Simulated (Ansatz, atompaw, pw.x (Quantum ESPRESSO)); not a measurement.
## What a changed setting does to a pw.x run (sc H)

Potential: PAW, atompaw 4.2.0.5, PBE; core none, reference 1s1; waves: 1s (bound): rc 1.10 bohr; 1s channel at -0.15 Ry: rc 1.10 bohr; 2p channel at 0.05 Ry: rc 1.10 bohr; 2p channel at 1.75 Ry: rc 1.05 bohr; local part: bessel scheme, radius 1.05 bohr; core correction: none; augmentation: sinc compensation charge, radius 0.80 bohr; PAW radius 1.10 bohr; waves and projectors: custom polynom2 7 10 vanderbiltortho.

The reference run (k-mesh 18³, cutoffs 40/400 Ry, Fermi–Dirac 0.01 Ry, mixing_beta 0.4, conv_thr 1e-9, no spin) gives 1.37 GPa at 3.057 Å³/atom, where all-electron LAPW gives 1.13 GPa. This run, with its own iteration cap, changes mixing_mode to local-TF.

```
&control
  calculation='scf', prefix='x', pseudo_dir='./', outdir='./tmp', tstress=.true., disk_io='none'
/
&system
  ibrav=0, nat=1, ntyp=1, ecutwfc=40, ecutrho=400, nbnd=7,
  occupations='smearing', smearing='fd', degauss=0.01
/
&electrons
  conv_thr=1e-09, mixing_beta=0.4, electron_maxstep=50, mixing_mode='local-TF'
/
ATOMIC_SPECIES
H 1.0 H.UPF
CELL_PARAMETERS angstrom
  1.45132657 0.00000000 0.00000000
  0.00000000 1.45132657 0.00000000
  0.00000000 0.00000000 1.45132657
ATOMIC_POSITIONS crystal
H 0.0000 0.0000 0.0000
K_POINTS automatic
18 18 18 0 0 0
```

```bash
pw.x < H.scf.in > H.scf.out
```

**Question.** How does the run end?

**Answer.** It converges in 5 iterations; the free energy moves by +0.0 meV/atom and the pressure by +0.00 GPa. The result is that of the reference run.

```
Message from routine setup:
     using ibrav=0 with symmetry is DISCOURAGED, use correct ibrav instead
     lattice parameter (alat)  =       2.7426  a.u.
     unit-cell volume          =      20.6297 (a.u.)^3
     number of electrons       =         1.00
     number of Kohn-Sham states=            7
     kinetic-energy cutoff     =      40.0000  Ry
     charge density cutoff     =     400.0000  Ry
     scf convergence threshold =      1.0E-09
     Exchange-correlation= SLA PW PBX PBC
     number of k points=   220  Fermi-Dirac smearing, width (Ry)=  0.0100
     iteration #  1     ecut=    40.00 Ry     beta= 0.40
     total energy              =      -1.08624424 Ry
     estimated scf accuracy    <       0.00025210 Ry
     iteration #  2     ecut=    40.00 Ry     beta= 0.40
     total energy              =      -1.08633184 Ry
     estimated scf accuracy    <       0.00012341 Ry
     iteration #  3     ecut=    40.00 Ry     beta= 0.40
     total energy              =      -1.08634090 Ry
     estimated scf accuracy    <       0.00000012 Ry
     iteration #  4     ecut=    40.00 Ry     beta= 0.40
     total energy              =      -1.08634124 Ry
     estimated scf accuracy    <       0.00000002 Ry
     iteration #  5     ecut=    40.00 Ry     beta= 0.40
     the Fermi energy is     2.8279 ev
!    total energy              =      -1.08634126 Ry
     estimated scf accuracy    <          1.7E-11 Ry
     smearing contrib. (-TS)   =      -0.00047811 Ry
     convergence has been achieved in   5 iterations
          total   stress  (Ry/bohr**3)                   (kbar)     P=       13.67
     Message from routine punch:
     Nothing written, as per user request (disk_io='none')
```

The run took about 2.3 s on one core of a shared host (Intel(R) Xeon(R) Platinum 8488C, 96 threads, 372 GiB, load 68).
